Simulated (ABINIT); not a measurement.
Runs of ABINIT 10.8.3 (patched build) on P. The structure is orthorhombic, space group Cmce (No. 64). Conventional cell: a = 3.295 Å, b = 10.930 Å, c = 4.544 Å, α = 90.00°, β = 90.00°, γ = 90.00°. P (site symmetry m) is surrounded by 3 P at 2.20 to 2.25 Å. 

```tsv
task	level	potentials or basis	cell	cutoff (eV)	cell freedom (optcell)	optimiser (ionmov)	cutoff smearing ecutsm (Ha)	force stop (Ha/bohr)	gap on the mesh (eV)	pressure (GPa)	relaxed volume (Å³/atom)	largest force (eV/Å)
single point	LDA	PseudoDojo NC SR LDA v0.4.1 standard	as given	653	-	-	-	-	none	-2.2	-	0.19
single point	PBE	PseudoDojo NC SR PBE v0.4.1 standard	as given	599	-	-	-	-	0.09	2.1	-	(b)
single point	LDA	PseudoDojo NC SR LDA v0.4 stringent	as given	490	-	-	-	-	none	-2.3	-	0.19
relaxation of cell and atoms	LDA	PseudoDojo NC SR LDA v0.4.1 standard	relaxed	490	2	22	0.5	2e-05	none	0.0	17.04	-
relaxation of cell and atoms	PBEsol	PseudoDojo NC SR PBEsol v0.4 stringent	relaxed	599	2	2	0.5	2e-05	none	0.0	(a)	-
```

Alike in all rows: no spin polarisation; k mesh 6 × 6 × 4; smearing fermi-dirac 0.05 eV.

Fill in the values left out.

(a) 17.54; (b) 0.36.

Caveats: the volume moved by over 15 % at a fixed basis, so the end points are rough (some runs).

A k mesh can miss the band edges.

A gap of «none» marks a metal or a gap under the smearing width.

Not every run made on this cell is shown here.
